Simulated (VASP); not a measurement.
Wanted: the native input for a VASP 6.6.1 run.

* Task: relaxation of the atoms
* Functional: PBEsol
* Potentials or basis: VASP PAW PBE potentials, release 64 (Pb_d)
* Cutoff: 600 eV
* k mesh: 14 × 14 × 14
* Occupations: methfessel-paxton, width 0.1 eV
* Spin: no spin polarisation
* Further INCAR settings: ALGO = Normal; EDIFF = 1e-07; IBRION = 2; EDIFFG = -0.01; NSW = 40

The structure of Pb lies in POSCAR:

```
Pb                                      
1.0
    0.0000000000      2.4671700173      2.4671700173
    2.4671700173      0.0000000000      2.4671700173
    2.4671700173      2.4671700173      0.0000000000
  Pb            
     1
Direct
     0.0000000000000000    0.0000000000000000    0.0000000000000000
```

These files were run (other wordings do the same):

INCAR

```
  PREC = Accurate
  ENCUT = 600
  EDIFF = 1E-7
  ISMEAR = 1
  SIGMA = 0.1
  LREAL = False
  LASPH = True
  NELM = 80
  ALGO = Normal
  ISIF = 2
  LWAVE = False
  LCHARG = False
  GGA = PS
  IBRION = 2
  NSW = 40
  EDIFFG = -0.01
```

KPOINTS

```
Automatic mesh
0
Gamma
  14 14 14
```

Potentials or basis: VASP PAW PBE potentials, release 64 (Pb_d).

Launch:

```console
$ cat potpaw_PBE.64/Pb_d/POTCAR > POTCAR
$ mpirun -np 1 vasp_std > vasp.out
```

It gave:

```json
{
  "Pressure after relaxing": "0.0 GPa",
  "Band gap on the k mesh": "none (metal or under the smearing width)"
}
```

Caveat: the relaxation stopped at its first step, so nothing moved; the PAW data sets were made with another functional, which shifts forces and pressure a little.

Run time: 29 s on 1 thread of Intel(R) Xeon(R) Platinum 8488C (Sapphire Rapids) (shared host), peak memory 0.18 GiB.
